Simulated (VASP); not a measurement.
# Hf (Fm-3m) in VASP: a series of runs

Runs on Hf. Level: BLYP. Tasks: single point.

All numbers are computed with VASP 6.6.1; they aren't measurements. Logs are shortened: lines on timing, memory, paths and dates and some standing lists are left out, and cuts for length are marked.

## (1) Starting point

It takes space group Fm-3m (No. 225, cubic). Conventional cell: a = 4.526 Å, b = 4.526 Å, c = 4.526 Å, α = 90.00°, β = 90.00°, γ = 90.00°. Hf (site symmetry m-3m) is surrounded by 12 Hf at 3.20 Å.

This isn't the form of Hf at room conditions, which is hcp.

## (2) Single point, BLYP

Input file INCAR:

```
  AGGAC = 1.0
  AGGAX = 1.0
  ALDAC = 0.0
  ALDAX = 1.0
  ALGO = Fast
  EDIFF = 1E-6
  ENCUT = 520
  GGA = B5
  ISIF = 2
  ISMEAR = -1
  LASPH = True
  LCHARG = True
  LELF = True
  LREAL = False
  LVHAR = True
  LWAVE = False
  NBANDS = 11
  NELM = 60
  PREC = Accurate
  SIGMA = 0.1
```

Input file KPOINTS:

```
k-points
0
Gamma
  20 20 20
```

Input file POSCAR:

```
Hf
1.0
    0.0000000000      2.2627500233      2.2627500233
    2.2627500233      0.0000000000      2.2627500233
    2.2627500233      2.2627500233      0.0000000000
Hf
1
Direct
    0.0000000000      0.0000000000      0.0000000000
```

Potentials or basis: VASP PAW PBE potentials, release 64 (Hf_pv).

The run is started by

```console
$ cat potpaw_PBE.64/Hf_pv/POTCAR > POTCAR
$ mpirun -np 1 vasp_std > vasp.out
```

OUTCAR:

```text
EDIFF = 1E-6
   ENCUT = 520
   GGA = B5
   ISIF = 2
   ISMEAR = -1
   LASPH = True
   LREAL = False
   NELM = 60
   PREC = Accurate

 ion  position               nearest neighbor table
   1  0.000  0.000  0.000-

  LATTYP: Found a face centered cubic cell.
 ALAT       =     4.5255000466

  Lattice vectors:

 A1 = (   0.0000000000,   2.2627500233,   2.2627500233)
 A2 = (   2.2627500233,   0.0000000000,   2.2627500233)
 A3 = (   2.2627500233,   2.2627500233,   0.0000000000)

Analysis of symmetry for initial positions (statically):
=====================================================================
 Subroutine PRICEL returns:
 Original cell was already a primitive cell.

 Routine SETGRP: Setting up the symmetry group for a
 face centered cubic supercell.

 Subroutine GETGRP returns: Found 48 space group operations
 (whereof 48 operations were pure point group operations)
 out of a pool of 48 trial point group operations.

The static configuration has the point symmetry O_h .

Analysis of symmetry for dynamics (positions and initial velocities):
=====================================================================
 Subroutine PRICEL returns:
 Original cell was already a primitive cell.

 Routine SETGRP: Setting up the symmetry group for a
 face centered cubic supercell.

 Subroutine GETGRP returns: Found 48 space group operations
 (whereof 48 operations were pure point group operations)
 out of a pool of 48 trial point group operations.

The dynamic configuration has the point symmetry O_h .

 Subroutine INISYM returns: Found 48 space group operations
 (whereof 48 operations are pure point group operations),
 and found     1 'primitive' translations

----------------------------------------------------------------------------------------

                                     Primitive cell

  volume of cell :      23.1707

  direct lattice vectors                    reciprocal lattice vectors
     0.000000000  2.262750023  2.262750023    -0.220970056  0.220970056  0.220970056
     2.262750023  0.000000000  2.262750023     0.220970056 -0.220970056  0.220970056
     2.262750023  2.262750023  0.000000000     0.220970056  0.220970056 -0.220970056

  length of vectors
     3.200011771  3.200011771  3.200011771     0.382731364  0.382731364  0.382731364

  position of ions in fractional coordinates (direct lattice)
     0.000000000  0.000000000  0.000000000

  ion indices of the primitive-cell ions
   primitive index   ion index
[... 79 lines left out ...]
   ISIF   =      2    stress and relaxation
   ISYM   =      2    0-nonsym 1-usesym 2-fastsym
   POTIM  = 0.5000    time-step for ionic-motion
   TEBEG  =    0.0;   TEEND  =   0.0 temperature during run
   PSTRESS=    0.0 pullay stress
   NELECT =      10.0000    total number of electrons
   NUPDOWN=      -1.0000    fix difference up-down
   EMIN   =  10.00;   EMAX   =-10.00  energy-range for DOS
   EFERMI =   0.00;   METHOD = LEGACY
   ISMEAR =    -1;   SIGMA  =   0.10  broadening in eV -4-tet -1-fermi 0-gaus
   EFERMI_NEDOS =   21; number of points for ismear=-14 and -15
   IALGO  =     68    algorithm
   IMIX   =      4    mixing-type and parameters
     AMIX     =   0.40;   BMIX     =  1.00
     AMIX_MAG =   1.60;   BMIX_MAG =  1.00
  volume/ion in A,a.u.               =      23.17       156.36
  Fermi-wavevector in a.u.,A,eV,Ry     =   1.237167  2.337906 20.824828  1.530582
  Thomas-Fermi vector in A             =   2.371745
   LORBIT       =      0    0 simple, 1 ext, 2 COOP (PROOUT), +10 PAW based schemes
   GGA     = B5    functional components
   LHFCALC =     F    Hartree Fock is set to
   AEXX    =    0.0000 exact exchange contribution
   IVDW    =     0    specifies the selected vdW correction
   LEPSILON=     F    determine dielectric tensor
   LRPA    =     F    only Hartree local field effects (RPA)
 non-spin polarized calculation
 RMM-DIIS sequential band-by-band and
  energy-cutoff  :      520.00
  volume of cell :       23.17
 maximum number of plane-waves:       638
   NGX = 11   NGY = 11   NGZ = 11

 number of electron      10.0000000 magnetization

 Free energy of the ion-electron system (eV)
  ---------------------------------------------------
  ext. energy  EPLUGINS =         0.00000000
  ---------------------------------------------------
  free energy    TOTEN  =        -8.57685082 eV

  energy without entropy =       -8.52527976  energy(sigma->0) =       -8.55106529

 E-fermi :   5.0334     XC(G=0): -10.5509

 val. band max:        5.0302538619   @ k =   0.2500   0.1000   0.0000
 cond. band min:       5.0335529108   @ k =  -0.2500   0.0500   0.0000
 fundamental gap:      0.0032990488
 Fermi energy:         5.0333669132

 k-point     1 :       0.0000    0.0000    0.0000
  band No.  band energies     occupation
      1     -25.0371      2.00000
      2     -25.0371      2.00000
      3     -25.0371      2.00000
      4      -1.9357      2.00000
      5       6.2985      0.00001
      6       6.2985      0.00001
      7       6.2985      0.00001
      8       8.9148      0.00000
      9       8.9148      0.00000
     10      16.3272      0.00000
     11      17.2821      0.00000
[... 309 lines left out ...]
 k-point    24 :      -0.3500    0.0500    0.0000
  band No.  band energies     occupation
      1     -25.6493      2.00000
      2     -25.1395      2.00000
      3     -25.1150      2.00000
      4       1.1532      2.00000
      5       5.0942      0.70509
      6       6.2335      0.00001
      7       6.3656      0.00000
      8       9.7333      0.00000
      9      10.4259      0.00000
     10      14.9229      0.00000
     11      17.4948      0.00000

 [... further k-points ...]

------------------------ aborting loop because EDIFF is reached ----------------------------------------

  FORCE on cell =-STRESS in cart. coord.  units (eV):
  Direction    XX          YY          ZZ          XY          YZ          ZX
  --------------------------------------------------------------------------------------
  -------------------------------------------------------------------------------------
  Total       -0.0051257     -0.0051257     -0.0051257     -0.0000000      0.0000000     -0.0000000
  in kB       -0.3544214     -0.3544214     -0.3544214     -0.0000000      0.0000000     -0.0000000
  external PRESSURE =      -0.3544214 kB  Pullay stress =       0.0000000 kB

 VOLUME and BASIS-vectors are now :
 -----------------------------------------------------------------------------
  energy-cutoff  :      520.00
  volume of cell :       23.17
      direct lattice vectors                 reciprocal lattice vectors
     0.000000000  2.262750023  2.262750023    -0.220970056  0.220970056  0.220970056
     2.262750023  0.000000000  2.262750023     0.220970056 -0.220970056  0.220970056
     2.262750023  2.262750023  0.000000000     0.220970056  0.220970056 -0.220970056

 POSITION                                       TOTAL-FORCE (eV/Angst)
 -----------------------------------------------------------------------------------
      0.00000      0.00000      0.00000        -0.000000     -0.000000     -0.000000
 -----------------------------------------------------------------------------------
    total drift:                               -0.000000      0.000000      0.000000

  FREE ENERGIE OF THE ION-ELECTRON SYSTEM (eV)
  ---------------------------------------------------
  free  energy   TOTEN  =        -8.5768508189 eV

  energy  without entropy=       -8.5252797569  energy(sigma->0) =       -8.55106529
```

OSZICAR:

```text
N       E                     dE             d eps       ncg     rms          rms(c)
DAV:   1     0.138767170909E+02    0.13877E+02   -0.57210E+03  5664   0.836E+02
DAV:   2    -0.844582602399E+01   -0.22323E+02   -0.21665E+02  7132   0.153E+02
DAV:   3    -0.889550811920E+01   -0.44968E+00   -0.44435E+00  7101   0.148E+01
DAV:   4    -0.889751150457E+01   -0.20034E-02   -0.20028E-02  6620   0.118E+00
DAV:   5    -0.889752378416E+01   -0.12280E-04   -0.12279E-04  7097   0.812E-02    0.424E+01
RMM:   6    -0.865107530355E+01    0.24645E+00   -0.17790E-01  5804   0.289E+00    0.247E+01
RMM:   7    -0.858006573989E+01    0.71010E-01   -0.34931E-01  6205   0.415E+00    0.135E+00
RMM:   8    -0.857662231641E+01    0.34434E-02   -0.24041E-02  6241   0.131E+00    0.257E-01
RMM:   9    -0.857683270823E+01   -0.21039E-03   -0.25430E-03  7491   0.450E-01    0.795E-02
RMM:  10    -0.857684113049E+01   -0.84223E-05   -0.32230E-04  7215   0.162E-01    0.543E-02
RMM:  11    -0.857685016307E+01   -0.90326E-05   -0.92629E-05  8009   0.791E-02    0.170E-02
RMM:  12    -0.857685081885E+01   -0.65578E-06   -0.69062E-06  6842   0.238E-02
   1 F= -.85768508E+01 E0= -.85510653E+01  d E =-.515711E-01
```

Wall time 49 s (1 thread of Intel Xeon Platinum 8259CL at 2.50GHz (Skylake/Cascade Lake), shared host); peak memory 0.18 GiB.

Results:

| Item | Value |
| --- | --- |
| Free energy | -8.5769 eV |
| Pressure | 0.0 GPa |
| Band gap on the k mesh | none (metal or under the smearing width) |

Caveat: the PAW data sets were made with another functional, which shifts forces and pressure a little.

## (3) Single point, BLYP

This run uses another cell than the first one, of 25.95 Å³/atom, 1.120 times its volume.

Input file INCAR:

```
PREC     = Accurate       # precision mode
ENCUT    = 520            # plane-wave cutoff, eV
EDIFF    = 1E-7           # SCF threshold, eV
ISMEAR   = -1             # smearing method
SIGMA    = 0.1            # smearing width, eV
LREAL    = False          # projectors in reciprocal space
LASPH    = True           # aspherical terms in the spheres
NELM     = 60             # most SCF steps
ALGO     = Normal         # electronic algorithm
ISIF     = 2              # what is computed and relaxed
LWAVE    = False          # write WAVECAR
LCHARG   = False          # write CHGCAR
GGA      = B5             # functional
ALDAX    = 1.0          
AGGAX    = 1.0          
AGGAC    = 1.0          
ALDAC    = 0.0          
NBANDS   = 11             # bands
```

Input file KPOINTS:

```
regular mesh
0
Gamma
  14 14 14
```

Input file POSCAR:

```
Hf
1.0
    0.0000000000      2.3498632299      2.3498632299
    2.3498632299      0.0000000000      2.3498632299
    2.3498632299      2.3498632299      0.0000000000
Hf
1
Direct
    0.0000000000      0.0000000000      0.0000000000
```

Potentials or basis: VASP PAW PBE potentials, release 64 (Hf_pv).

The run is started by

```console
$ cat potpaw_PBE.64/Hf_pv/POTCAR > POTCAR
$ mpirun -np 1 vasp_std > vasp.out
```

It took 49 s on 1 thread of Intel Xeon Platinum 8259CL at 2.50GHz (Skylake/Cascade Lake), shared host; peak memory 0.18 GiB.

The run converged. Its results:

| Item | Value |
| --- | --- |
| Free energy | -8.4917 eV |
| Pressure | -9.0 GPa |
| Band gap on the k mesh | none (metal or under the smearing width) |

Levels at points of the mesh, in eV from the Fermi level:
```tsv
k point	band 1	band 2	band 3	band 4	band 5	band 6	band 7	band 8	band 9	band 10
(0.00, 0.00, 0.00)	-30.46	-30.46	-30.46	-6.59	1.19	1.19	1.19	3.44	3.44	10.91
(0.50, 0.00, 0.00)	-30.95	-30.53	-30.53	-3.24	0.41	1.04	1.04	5.13	5.13	7.49
(0.50, 0.50, 0.00)	-30.92	-30.64	-30.64	-2.67	-1.73	2.02	5.13	5.62	5.62	8.61
```

Caveat: the PAW data sets were made with another functional, which shifts forces and pressure a little.

## (4) Single point, BLYP

This run uses another cell than the first one, of 24.10 Å³/atom, 1.040 times its volume.

Input file INCAR:

```
SYSTEM = Hf
AGGAC = 1.0
AGGAX = 1.0
ALDAC = 0.0
ALDAX = 1.0
ALGO = Normal
EDIFF = 1E-6
ENCUT = 520
GGA = B5
ISIF = 2
ISMEAR = -1
LASPH = .TRUE.
LCHARG = .TRUE.
LELF = .TRUE.
LREAL = .FALSE.
LVHAR = .TRUE.
LWAVE = .FALSE.
NBANDS = 11
NELM = 80
PREC = Accurate
SIGMA = 0.1
```

Input file KPOINTS:

```
k-points
0
G
  14 14 14
  0 0 0
```

Input file POSCAR:

```
Hf
1.0
    0.0000000000      2.2925264646      2.2925264646
    2.2925264646      0.0000000000      2.2925264646
    2.2925264646      2.2925264646      0.0000000000
Hf
1
Direct
    0.0000000000      0.0000000000      0.0000000000
```

The run is started by

```console
$ cat potpaw_PBE.64/Hf_pv/POTCAR > POTCAR
$ mpirun -np 1 vasp_std > vasp.out
```

Wall time 24 s (1 thread of Intel Xeon Platinum 8259CL at 2.50GHz (Skylake/Cascade Lake), shared host); peak memory 0.15 GiB.

Results (log left out):

| Item | Value |
| --- | --- |
| Free energy | -8.5663 eV |
| Pressure | -3.6 GPa |
| Band gap on the k mesh | none (metal or under the smearing width) |

Levels at points of the mesh, in eV from the Fermi level:
| k point | band 2 | band 3 | band 4 | band 5 | band 6 | band 7 | band 8 | band 9 |
| --- | --- | --- | --- | --- | --- | --- | --- | --- |
| (0.00, 0.00, 0.00) | -30.20 | -30.20 | -6.83 | 1.24 | 1.24 | 1.24 | 3.73 | 3.73 |
| (0.50, 0.00, 0.00) | -30.29 | -30.29 | -3.42 | 0.58 | 1.07 | 1.07 | 5.61 | 5.61 |
| (0.50, 0.50, 0.00) | -30.43 | -30.43 | -2.93 | -1.94 | 2.34 | 5.62 | 6.16 | 6.16 |

Caveat: the PAW data sets were made with another functional, which shifts forces and pressure a little. The run has no spin-orbit coupling, so splittings on Hf are missing.

## (5) Summary

```csv
cell,k mesh,gap on the mesh (eV),pressure (GPa)
"Fm-3m, 23.17 Å³/atom",20 × 20 × 20,none,0.0
"Fm-3m, 25.95 Å³/atom",14 × 14 × 14,none,-9.0
"Fm-3m, 24.1 Å³/atom",14 × 14 × 14,none,-3.6
```

Alike in all rows: task single point; level BLYP; potentials or basis VASP PAW PBE potentials, release 64 (Hf_pv); no spin polarisation; cutoff (eV) 520; smearing fermi-dirac 0.1 eV.

Every run on the cell as given and a fine mesh finds a metal.

Caveats: the PAW data sets were made with another functional, which shifts forces and pressure a little.

Absolute energies hang on the potentials; compare differences alone.
